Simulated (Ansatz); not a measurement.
Relaxed-ion elastic tensor of CsI (CsCl type, Pm-3m) in GPa (Voigt order), LDA in the plane-wave PAW code Ansatz; density 5.06 g/cm³, 42.63 Å³ per atom.

```json
[
 {"": "1", "1": "29.7", "2": "10.6", "3": "10.6", "4": "0.0", "5": "0.0", "6": "0.0"},
 {"": "2", "1": "10.6", "2": "29.7", "3": "10.6", "4": "0.0", "5": "0.0", "6": "0.0"},
 {"": "3", "1": "10.6", "2": "10.6", "3": "29.7", "4": "0.0", "5": "0.0", "6": "0.0"},
 {"": "4", "1": "0.0", "2": "0.0", "3": "0.0", "4": "10.5", "5": "0.0", "6": "0.0"},
 {"": "5", "1": "0.0", "2": "0.0", "3": "0.0", "4": "0.0", "5": "10.5", "6": "0.0"},
 {"": "6", "1": "0.0", "2": "0.0", "3": "0.0", "4": "0.0", "5": "0.0", "6": "10.5"}
]
```

Question: Is the crystal mechanically stable?

Answer: Yes: the smallest eigenvalue of C is 10.5 GPa.

Question: Work out the Voigt, Reuss and Hill averages.

Answer: K_V = 17.0, K_R = 17.0, K_H = 17.0; G_V = 10.1, G_R = 10.1, G_H = 10.1 GPa.

Question: Give Young's modulus, Poisson's ratio, Pugh's ratio and the universal anisotropy index.

Answer: E = 9KG/(3K + G) = 25.3 GPa; ν = 0.25; K/G = 1.68 (near the Pugh limit of 1.75, no verdict); A_U = 5G_V/G_R + K_V/K_R − 6 = 0.01.

Question: Estimate the sound speeds and the Debye temperature.

Answer: v_l = √((K + 4G/3)/ρ) = 2450 m/s, v_t = √(G/ρ) = 1410 m/s, mean 1570 m/s; Θ = (h/k)(3n/4πV)^(1/3) v_m = 134 K.

Question: Give the Zener ratio and Young's modulus along [100], [110] and [111].

Answer: A = 2C44/(C11 − C12) = 1.10; 1/E = S11 − 2(S11 − S12 − S44/2)Γ with Γ = 0, 1/4, 1/3 gives 24.1, 25.5, 26.0 GPa.

Question: Solve the Christoffel equation for the three sound speeds along [100], [110], [111].

Answer: Eigenvalues of C_ijkl n_j n_l equal ρv². In km/s, slowest first: [100] 1.44, 1.44, 2.42; [110] 1.37, 1.44, 2.46; [111] 1.40, 1.40, 2.47.

Symmetry was held in the LDA relaxation; phonons on a q-mesh show no instability. Spin–orbit coupling is left out wherever it is not named.

Potentials: the later of the program's two PAW sets.
